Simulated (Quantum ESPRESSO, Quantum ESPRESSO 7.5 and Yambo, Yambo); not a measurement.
## AlAs (F-43m): G0W0 on several meshes in Yambo

Wanted: mesh dependence and cost of G0W0 for AlAs (F-43m).

Calculated with Quantum ESPRESSO 7.5 and Yambo 5.3.0; PBE and many-body steps on it, plane waves.

## 1. Set-up

Symmetry: F-43m, No. 216, cubic system. Conventional cell: a = 5.661 Å, b = 5.661 Å, c = 5.661 Å, α = 90.00°, β = 90.00°, γ = 90.00°. Al has 4 As at 2.45 Å nearest. As has 4 Al at 2.45 Å nearest. Farther neighbours are not listed.

The cell and positions come from the Crystallography Open Database and are kept as given unless a step says otherwise.

## 2. Empty states on the mesh, 4×4×4 mesh, 548 bands

This step: Quantum ESPRESSO 7.5; DFT, PBE, plane waves, norm-conserving pseudopotentials.

The sums over transitions need many empty states on a uniform mesh; this step solves for them.

Contents of pw.in:

```
&control
  calculation = 'nscf'
  prefix = 'x'
  outdir = 'o'
  pseudo_dir = 'pseudo'
/
&system
  ibrav = 0
  nat = 2
  ntyp = 2
  ecutwfc = 100.0
  nbnd = 548
  force_symmorphic = .true.
/
&electrons
  conv_thr = 1e-9
  electron_maxstep = 80
  diago_full_acc = .true.
  diago_thr_init = 5e-6
/
ATOMIC_SPECIES
  Al 26.982 Al.upf
  As 74.922 As.upf
CELL_PARAMETERS angstrom
  0.0000000000 2.8304000000 2.8304000000
  2.8304000000 0.0000000000 2.8304000000
  2.8304000000 2.8304000000 -0.0000000000
ATOMIC_POSITIONS crystal
  Al 0.0000000000 0.0000000000 0.0000000000
  As 0.2500000000 0.2500000000 0.2500000000
K_POINTS automatic
  4 4 4 0 0 0
```

Launch:

```
OMP_NUM_THREADS=1 mpirun -n 8 pw.x -nk 4 -in pw.in > pw.out
```

Log:

```text
Program PWSCF v.7.5 starts

     This program is part of the open-source Quantum ESPRESSO suite
     for quantum simulation of materials; please cite
         "P. Giannozzi et al., J. Phys.:Condens. Matter 21 395502 (2009);
         "P. Giannozzi et al., J. Phys.:Condens. Matter 29 465901 (2017);
         "P. Giannozzi et al., J. Chem. Phys. 152 154105 (2020);
     in publications or presentations arising from this work. More details at

     Atomic positions and unit cell read from directory:
     o/x.save/

     Message from routine setup:
[...]
67.3176  69.4646  69.4646  69.7698  70.2946  70.2946  71.7273  72.7774
     [... 57 further rows ...]
   291.5269 291.8487 291.8487 291.9771 292.0881 292.2195 292.2195 293.0667
   293.5069 293.5069 293.5665 293.8593

          k = 0.3536 0.0000 0.0000 (  5105 PWs)   bands (ev):

     [... further k-points ...]

     highest occupied, lowest unoccupied level (ev):     6.9991    8.4373

     XML data file, pseudopotentials, collected wavefunctions

=------------------------------------------------------------------------------=
   JOB DONE.
=------------------------------------------------------------------------------=
```

Elapsed: 1.9 min, on 8 MPI ranks of Arm Neoverse V1, shared host; peak memory 1.7 GiB.

This step gave:

| Quantity | Value |
| --- | --- |
| gap | 1.438 eV |
| k of the valence top | 0, 0, 0 |
| k of the conduction bottom | 0, -0.5, -0.5 |
| least direct gap | 2.050 eV |
| k points computed | 8 |
| lowest point of the top converged band, above the valence top | 286.8602 eV |

On this mesh the gap is 1.438 eV.

The density comes from a self-consistent run that is not shown.

## 3. Conversion and set-up

This step: Yambo 5.3.0; conversion and set-up on PBE, plane waves, norm-conserving pseudopotentials.

The states are converted to the many-body program's format and the q mesh is built.

Launch:

```
(cd o/x.save; p2y > p2y.log; mv SAVE ../..); yambo > setup.log
```

Log:

```text
 Yambo, version 5.3.0

 [02] CORE Variables Setup
 =========================

  [02.01] Unit cells
  ==================

  Cell kind             :  FCC
  Atoms in the cell     :  Al  As
  number of Al atoms    :  1
  number of As atoms    :  1

  List of atomic masses
  Mass of Al    :  26.98200
  Mass of As    :  74.92200

  List of atomic coordinates    : [cc]
  Al1       :  0.000000  0.000000  0.000000  order 1
  As1       :  2.674340  2.674340  2.674340  order 2

  Alat factors          :  5.348681  5.348681  5.348681 [a.u.]
  Direct lattice volume :  306.0343 [a.u.]
[...]
==========================================

 IBZ Q-points                                      :   8
 BZ  Q-points                                      :   64

 K/Q-points units:
 rlu = crystal or reduced units; cc = cartesian coordinates; iku = interal k-units

 Q [1]          [rlu]:  0.000000  0.000000  0.000000
 Q [2]          [rlu]:  0.81056E-17  0.81056E-17  0.25000
 Q [3]          [rlu]: -0.16211E-16 -0.16211E-16 -0.50000
[...]
Q [7]          [rlu]:  0.19445E-16 -0.50000     -0.50000
 Q [8]          [rlu]:  0.250000 -0.500000 -0.250000

  [03.01] X indexes
  =================

   [03.01.01] Sigma indexes
   ========================

 [06] Game Over & Game summary
```

Run time: 4.2 s. Hardware: 1 MPI rank; peak memory 0.25 GiB.

## 4. 4×4×4

G0W0 replaces the xc potential by the self-energy, built once from these orbitals. Only a window of levels is corrected, while the sums run over the empty bands that the input names.

This step: G0W0 on PBE, plane waves, norm-conserving pseudopotentials.

Contents of gw2.in:

```
HF_and_locXC
gw0
dyson
ppa
em1d
rim_cut
RandQpts= 1000000
RandGvec= 1 RL
EXXRLvcs= 100 Ry
VXCRLvcs= 400 Ry
Chimod= "HARTREE"
% BndsRnXp
 1 | 231 |
%
NGsBlkXp= 17 Ry
% LongDrXp
 1 | 1 | 1 |
%
% GbndRnge
 1 | 231 |
%
DysSolver= "n"
ExtendOut
PPAPntXp= 27.21138 eV
% QPkrange
 1 | 1 | 12 | 15 |
 7 | 7 | 12 | 15 |
%
```

Launch:

```
OMP_NUM_THREADS=1 mpirun -n 8 yambo -F gw2.in -J gw2 -C gw2 > gw2.log
```

Log:

```text
 Yambo, version 5.3.0

 [02] CORE Variables Setup
 =========================

  [... cell, symmetries and grids as in the set-up ...]

  [02.05] Energies & Occupations
  ==============================

  [X] === General ===
  [X] Electronic Temperature                        :  0.000000  0.000000 [eV K]
  [X] Bosonic    Temperature                        :  0.000000  0.000000 [eV K]
  [X] Finite Temperature mode                       : no
  [X] El. density                                   :  0.57332E+24 [cm-3]
  [X] Fermi Level                                   :  6.999082 [eV]

  [X] === Gaps and Widths ===
  [X] Conduction Band Min                           :  1.438227 [eV]
  [X] Valence Band Max                              :  0.000000 [eV]
  [X] Filled Bands                                  :  13
  [X] Empty Bands                                   :    14   548
  [X] Direct Gap                                    :  2.050208 [eV]
  [X] Direct Gap localized at k                     :  1
  [X] Indirect Gap                                  :  1.438227 [eV]
  [X] Indirect Gap between kpts                     :   1   7
  [X] Last valence band width                       :  2.822586 [eV]
  [X] 1st conduction band width                     :  2.893526 [eV]

 [03] Transferred momenta grid and indexing
 ==========================================

 IBZ Q-points                                      :   8
 BZ  Q-points                                      :   64

 K/Q-points units:
 rlu = crystal or reduced units; cc = cartesian coordinates; iku = interal k-units

 Q [1]          [rlu]:  0.000000  0.000000  0.000000
 Q [2]          [rlu]:  0.81056E-17  0.81056E-17  0.25000
 Q [3]          [rlu]: -0.16211E-16 -0.16211E-16 -0.50000
 Q [4]          [rlu]: -0.97223E-17  0.25000      0.25000
 Q [5]          [rlu]:  0.15221E-16  0.25000      0.50000
 Q [6]          [rlu]: -0.71722E-16  0.25000     -0.25000
 Q [7]          [rlu]:  0.19445E-16 -0.50000     -0.50000
 Q [8]          [rlu]:  0.250000 -0.500000 -0.250000

 [04] Coloumb potential Random Integration (RIM)
 ===============================================

  [04.01] RIM initialization
  ==========================

  * Diagonal components only detected *

  8 x (sBL volume)        :  0.101316 [a.u.]
  sBZ random points       :  1000000
  Points outside the sBZ  :   7968281
  RL volume               :  0.810531 [a.u.]
  Integrated volume       :  0.813757 [a.u.]

  [04.02] RIM integrals
  =====================

  Gamma point sphere radius             :  0.084562 [a.u.]
  Points outside the sphere             :   800476
  [Int_sBZ(q=0) 1/q^2]*(Vol_sBZ)^(-1/3) =:  7.776341
                                 should be <:  7.795600

  Summary of Coulomb integrals for non-metallic bands |Q|[au] RIM/Bare

  Q [1] 0.100000E-4 0.997530 * Q [2] 0.254334 1.068862
  Q [4] 0.293679 1.067204 * Q [6] 0.415325 1.029264
  Q [5] 0.487012 1.022872 * Q [3] 0.508667 1.020326
  Q [7] 0.587358 1.017560 * Q [8] 0.656687 1.014592

 [WARNING] [Xp] User bands 1-231 break level degeneracy

 [05] Dipoles
 ============

  [05.01] Setup: observables and procedures
  =========================================

 [06] Dynamic Dielectric Matrix (PPA)
 ====================================

 [SLK-Inversion]  Pools        :  2
 [SLK-Inversion]  BLACS grid   :  2  2

 [WR./gw2//ndb.pp]---------------------------------------------------------------
  Brillouin Zone Q/K grids (IBZ/BZ)                :    8   64    8   64
  RL vectors                                       :   6183 [WF]
  Coulomb cutoff potential                         : none
  Electronic Temperature                           :  0.000000 [K]
  Bosonic    Temperature                           :  0.000000 [K]
  PPA    diel. fun.  energies                      : Perdew, Burke & Ernzerhof(X)+Perdew, Burke & Ernzerhof(C)
  wavefunctions                                    : Perdew, Burke & Ernzerhof(X)+Perdew, Burke & Ernzerhof(C)
  Global Gauge                                     : length
  X matrix size                                    :   387
  X band range                                     :    1  231
  X e/h energy range                               : -1.000000 -1.000000 [eV]
  X Time ordering                                  : R
  X Hxc Kernel                                     : HARTREE
  X Drude frequency                                :  0.000000  0.000000
  X poles                                          :  100.0000 [o/o]
  RL vectors in the sum                            :   6183
  [r,Vnl] included                                 : yes
  Field direction                                  :  0.577350E-5  0.577350E-5  0.577350E-5
  BZ energy Double Grid                            : no
  BZ energy DbGd points                            : 0
  BZ Q point size factor                           : -1.000000
  X Optical Averaged directions                    : none

 [07] Local Exchange-Correlation + Non-Local Fock
 ================================================

 [VXC] Plane waves :   41151
 [EXS] Plane waves :   5161

 QP @ state[ 1 ] K range:  1  1
 QP @ state[ 1 ] b range:  12  15
 QP @ state[ 2 ] K range:   7   7
 QP @ state[ 2 ] b range:  12  15

 [xc] Functional : Perdew, Burke & Ernzerhof(X)+Perdew, Burke & Ernzerhof(C)
 [xc] LIBXC used to calculate xc functional
  PP Number of Atomic Species                      :  2
  NLCC RL compoments                               :   41151
  PP Number of Atomic Species                      :  2
  NLCC RL compoments                               :   41151

 [xc] E_xc :  -24.76065 [Ha]
      E_xc :  -49.52129 [Ry]

  Local XC kind (lXC) : Perdew, Burke & Ernzerhof(X)+Perdew, Burke & Ernzerhof(C)
  Non-Local XC kind (nlXC) : Hartree-Fock

  Corrections @ K [1] :  [eV]
 <12|nlXC|12> = -14.93173  0.10953E-16 <12|lXC|12> = -13.05898 -0.23602E-16
 <13|nlXC|13> = -14.93154  0.15509E-16 <13|lXC|13> = -13.05898  0.000000
 <14|nlXC|14> = -7.748134  0.15376E-17 <14|lXC|14> = -11.86046 -0.18882E-15
 <15|nlXC|15> = -5.132719 -0.23305E-17 <15|lXC|15> = -9.566490  0.23602E-16

  Corrections @ K [7] :  [eV]
 <12|nlXC|12> = -14.37572  0.18527E-16 <12|lXC|12> = -11.61168  0.47204E-16
 <13|nlXC|13> = -14.37584  0.14087E-16 <13|lXC|13> = -11.61168 -0.11801E-15
 <14|nlXC|14> = -4.804412 -0.44542E-17 <14|lXC|14> = -8.425286  0.000000
 <15|nlXC|15> = -5.313114 -0.30158E-17 <15|lXC|15> = -9.143182 -0.47204E-16

 [08] Dyson equation: Newton solver
 ==================================

  [08.01] G0W0 (W PPA)
  ====================

  [  GW  ] Bands range     :    1  231
  [GW/PPA] G damping       :  0.100000 [eV]

  QP @ state[ 1 ] K range:  1  1
  QP @ state[ 1 ] b range:  12  15
  QP @ state[ 2 ] K range:   7   7
  QP @ state[ 2 ] b range:  12  15

   Sc/G bands                                       :    1  231
   Sc/G damping                                     :  0.100000 ev
   Sc bands terminator                              : no
   Sx RL components                                 :   5161

   QP @ state[ 1 ] K range                          :  1  1
   QP @ state[ 1 ] b range                          :  12  15
   QP @ state[ 2 ] K range                          :   7   7
   QP @ state[ 2 ] b range                          :  12  15
   GF energies kind                                 : Perdew, Burke & Ernzerhof(X)+Perdew, Burke & Ernzerhof(C)
   GF WF`s kind                                     : Perdew, Burke & Ernzerhof(X)+Perdew, Burke & Ernzerhof(C)
   Xs energies kind                                 : Perdew, Burke & Ernzerhof(X)+Perdew, Burke & Ernzerhof(C)
   Xs WF`s kind                                     : Perdew, Burke & Ernzerhof(X)+Perdew, Burke & Ernzerhof(C)

 [11] Game Over & Game summary
```

It took 6.2 min on 8 MPI ranks; peak memory 4 GiB; 44 min of CPU time.

Numbers from this step:

* G0W0 gap on the points computed: 2.048 eV
* starting gap on the mesh: 1.438 eV
* k of the valence top: 0, 0, 0
* k of the conduction bottom: 0, -0.5, -0.5
* least direct G0W0 gap on the computed points: 2.845 eV
* Z at the valence top: 0.7873
* Z at the conduction bottom: 0.8044

The gap on the mesh goes from 1.44 eV to 2.05 eV, a correction of +0.61 eV.

## 5. Empty states on the mesh, 2×2×2 mesh, 231 bands

This step: Quantum ESPRESSO 7.5; DFT, PBE, plane waves, norm-conserving pseudopotentials.

pw.in, as its differences from that of step 2:

```diff
@@ -11,3 +11,3 @@
   ecutwfc = 100.0
-  nbnd = 548
+  nbnd = 231
   force_symmorphic = .true.
@@ -31,2 +31,2 @@
 K_POINTS automatic
-  4 4 4 0 0 0
+  2 2 2 0 0 0
```

Launch:

```
OMP_NUM_THREADS=1 mpirun -n 8 pw.x -nk 4 -in pw.in > pw.out
```

Log:

```text
[banner, memory and clock lines left out]
Program PWSCF v.7.5 starts

     Atomic positions and unit cell read from directory:
     o/x.save/

     Message from routine setup:
     using ibrav=0 with symmetry is DISCOURAGED, use correct ibrav instead

     Message from routine divide_et_impera:
     suboptimal parallelization: some nodes have no k-points

     bravais-lattice index     =            0
     lattice parameter (alat)  =       7.5642  a.u.
     unit-cell volume          =     306.0343 (a.u.)^3
     number of atoms/cell      =            2
[...]
[... 17 further rows ...]
[...]
157.2771 157.9521 158.8391 158.8391 159.3755 159.3755 160.2785

          k =-0.7071 0.0000 0.0000 (  5138 PWs)   bands (ev):

  -176.9881-120.3709-120.3709-120.3709 -27.3885 -27.3858 -27.3858 -27.3777
[...]
69.2501  71.6749  72.0638  72.0638  72.1623  74.8431  74.8730  75.7250
     [... 17 further rows ...]
   154.2466 154.6080 155.5576 156.1841 156.5335 156.5335 156.6327 157.4446
   157.4446 157.9835 158.6144 158.6291 158.9694 158.9694 162.2884

     highest occupied, lowest unoccupied level (ev):     6.9991    8.4373

     XML data file, pseudopotentials, collected wavefunctions
```

Elapsed: 9.5 s, on 8 MPI ranks; peak memory 0.7 GiB; 68 s of CPU time.

Numbers from this step:

```
gap                                                           : 1.438 eV
k of the valence top                                          : 0, 0, 0
k of the conduction bottom                                    : 0, -0.5, -0.5
least direct gap                                              : 2.050 eV
k points computed                                             : 3
lowest point of the top converged band, above the valence top : 153.2794 eV
```

On this mesh the gap is 1.438 eV.

(Part 1 of 2 ends here.)

[Paths, hosts, dates, memory and timing lines, banners, echoed tables and standing remarks are left out of the program output.]

[Logs are printed without paths, hosts, clocks, repeated set-up lines and the standing remarks that a program may print on its own settings, such as how far it seeks lower states.]

[Runs of the session that timed out or met a known fault of the program may be left out.]

[Hosts, paths, dates, database ids (printed as entryN), source tags and the programs' standing remarks are cut or masked in the printed files.]
